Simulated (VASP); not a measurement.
Calculation: PBE GGA, VASP's PBE PAW potentials (set 64) (plane waves; VASP).

Input for VASP

### INCAR
```
# general
SYSTEM  =  CaF2
PREC    =  Accurate
ENCUT   =  520
LREAL   =  F
LASPH   =  T

# electronic loop
EDIFF   =  1E-6
NELM    =  100
ALGO    =  Normal
IMIX    =  4
AMIX    =  0.6
BMIX    =  1.0

# smearing
ISMEAR  =  0
SIGMA   =  0.05

# functional
GGA     =  PE

# ions
ISIF    =  2

# output
LWAVE   =  F
LCHARG  =  F
```

**POSCAR**
```
CaF2
1
    0.0000000000     2.7846000000     2.7846000000
    2.7846000000     0.0000000000     2.7846000000
    2.7846000000     2.7846000000     0.0000000000
Ca F
1 2
Direct
  0.0000000000   0.0000000000   0.0000000000
  0.2500000000   0.2500000000   0.2500000000
  0.7500000000   0.7500000000   0.7500000000
```

**KPOINTS**
```
kpoints
0
gamma
6 6 6
0 0 0
```

POTCAR, in this order: Ca_sv F (PBE.64 set). Program: vasp_std.

The resulting files:

**OUTCAR**
```
 ion  position               nearest neighbor table
   1  0.000  0.000  0.000-   3 2.41   3 2.41   2 2.41   2 2.41   3 2.41   2 2.41   3 2.41   2 2.41
  LATTYP: Found a face centered cubic cell.
 ALAT       =     5.5692000000
 Subroutine PRICEL returns:
 Original cell was already a primitive cell.
 Subroutine GETGRP returns: Found 48 space group operations
The static configuration has the point symmetry O_h .
The dynamic configuration has the point symmetry O_h .
 Subroutine INISYM returns: Found 48 space group operations
 Subroutine IBZKPT returns following result:
 Found     16 irreducible k-points:

 Following reciprocal coordinates:
            Coordinates               Weight
  0.000000  0.000000  0.000000      1.000000
  0.166667  0.000000  0.000000      8.000000
  0.333333  0.000000  0.000000      8.000000
  0.500000  0.000000  0.000000      4.000000
  0.166667  0.166667  0.000000      6.000000
  0.333333  0.166667  0.000000     24.000000
  0.500000  0.166667  0.000000     24.000000
 -0.333333  0.166667  0.000000     24.000000
 -0.166667  0.166667  0.000000     12.000000
  0.333333  0.333333  0.000000      6.000000
...
```

### OSZICAR
```
       N       E                     dE             d eps       ncg     rms          rms(c)
DAV:   1     0.217623008867E+03    0.21762E+03   -0.13762E+04   520   0.149E+03
DAV:   2    -0.934917813051E+01   -0.22697E+03   -0.22198E+03   664   0.383E+02
DAV:   3    -0.183160791354E+02   -0.89669E+01   -0.89622E+01   544   0.864E+01
DAV:   4    -0.186536541514E+02   -0.33758E+00   -0.33750E+00   928   0.131E+01
DAV:   5    -0.186557302647E+02   -0.20761E-02   -0.20761E-02   536   0.108E+00    0.806E+00
DAV:   6    -0.176511506246E+02    0.10046E+01   -0.17144E+01   560   0.285E+01    0.566E+00
DAV:   7    -0.172994642562E+02    0.35169E+00   -0.28156E+00   512   0.152E+01    0.115E+00
DAV:   8    -0.173323232380E+02   -0.32859E-01   -0.12569E-01   536   0.365E+00    0.265E-01
DAV:   9    -0.173340923851E+02   -0.17691E-02   -0.65158E-03   792   0.612E-01    0.818E-02
DAV:  10    -0.173349203525E+02   -0.82797E-03   -0.91619E-04   672   0.223E-01    0.166E-02
DAV:  11    -0.173349257381E+02   -0.53856E-05   -0.45074E-05   736   0.602E-02    0.403E-03
DAV:  12    -0.173349280079E+02   -0.22699E-05   -0.47508E-06   472   0.176E-02    0.113E-03
DAV:  13    -0.173349280520E+02   -0.44029E-07   -0.17350E-07   592   0.359E-03
   1 F= -.17334928E+02 E0= -.17334928E+02  d E =-.138830E-11
```

File OUTCAR:
```
------------------------ aborting loop because EDIFF is reached ----------------------------------------
  FORCE on cell =-STRESS in cart. coord.  units (eV):
  Direction    XX          YY          ZZ          XY          YZ          ZX
  --------------------------------------------------------------------------------------
  Total       -0.5721561     -0.5721561     -0.5721561      0.0000000      0.0000000     -0.0000000
  in kB      -21.2278834    -21.2278834    -21.2278834      0.0000000      0.0000000     -0.0000000
  external PRESSURE =     -21.2278834 kB  Pullay stress =       0.0000000 kB
  volume of cell :       43.18
      direct lattice vectors                 reciprocal lattice vectors
     0.000000000  2.784600000  2.784600000    -0.179559003  0.179559003  0.179559003
     2.784600000  0.000000000  2.784600000     0.179559003 -0.179559003  0.179559003
     2.784600000  2.784600000  0.000000000     0.179559003  0.179559003 -0.179559003
 POSITION                                       TOTAL-FORCE (eV/Angst)
 -----------------------------------------------------------------------------------
      0.00000      0.00000      0.00000        -0.000000     -0.000000     -0.000000
      1.39230      1.39230      1.39230         0.000000      0.000000      0.000000
      4.17690      4.17690      4.17690        -0.000000     -0.000000     -0.000000
 -----------------------------------------------------------------------------------
    total drift:                                0.000000     -0.000000      0.000000
  FREE ENERGIE OF THE ION-ELECTRON SYSTEM (eV)
  ---------------------------------------------------
  free  energy   TOTEN  =       -17.3349280520 eV

  energy  without entropy=      -17.3349280520  energy(sigma->0) =      -17.33492805
```
(Selected blocks of OUTCAR.)

**OUTCAR**
```
 val. band max:       -1.2679197587   @ k =   0.5000   0.5000   0.0000

 cond. band min:       5.6715680838   @ k =   0.0000   0.0000   0.0000


 Fermi energy:        -1.0473623311

 k-point     1 :       0.0000    0.0000    0.0000
  band No.  band energies     occupation
      1     -37.5809      2.00000
      2     -21.0631      2.00000
      3     -20.3793      2.00000
      4     -18.5185      2.00000
      5     -18.5185      2.00000
      6     -18.5185      2.00000
      7      -3.2018      2.00000
      8      -3.2018      2.00000
      9      -3.2018      2.00000
     10      -1.5137      2.00000
     11      -1.5137      2.00000
     12      -1.5137      2.00000
     13       5.6716      0.00000
     14       7.6637      0.00000
     15       7.6637      0.00000
     16       9.5034      0.00000

 k-point     2 :       0.1667    0.0000    0.0000
  band No.  band energies     occupation
      1     -37.5749      2.00000
      2     -21.1203      2.00000
      3     -20.4407      2.00000
      4     -18.5266      2.00000
      5     -18.5266      2.00000
      6     -18.4103      2.00000
      7      -3.0913      2.00000
      8      -3.0913      2.00000
      9      -3.0134      2.00000
     10      -1.7939      2.00000
     11      -1.6274      2.00000
     12      -1.6274      2.00000
     13       6.3278      0.00000
     14       7.7103      0.00000
     15       7.7103      0.00000
     16       9.2848      0.00000

 k-point     3 :       0.3333    0.0000    0.0000
  band No.  band energies     occupation
      1     -37.5629      2.00000
      2     -21.1789      2.00000
      3     -20.6238      2.00000
      4     -18.5427      2.00000
      5     -18.5427      2.00000
      6     -18.1860      2.00000
      7      -2.8298      2.00000
      8      -2.8298      2.00000
      9      -2.6487      2.00000
     10      -2.2536      2.00000
     11      -1.8862      2.00000
     12      -1.8862      2.00000
     13       7.5436      0.00000
...
```

The compound is CaF2 in the fluorite structure. The cell was not relaxed at this level. The run is one of a series of settings (AMIX = 0.6, BMIX = 1.0, IMIX = 4 against the base run), some of them coarse on purpose.
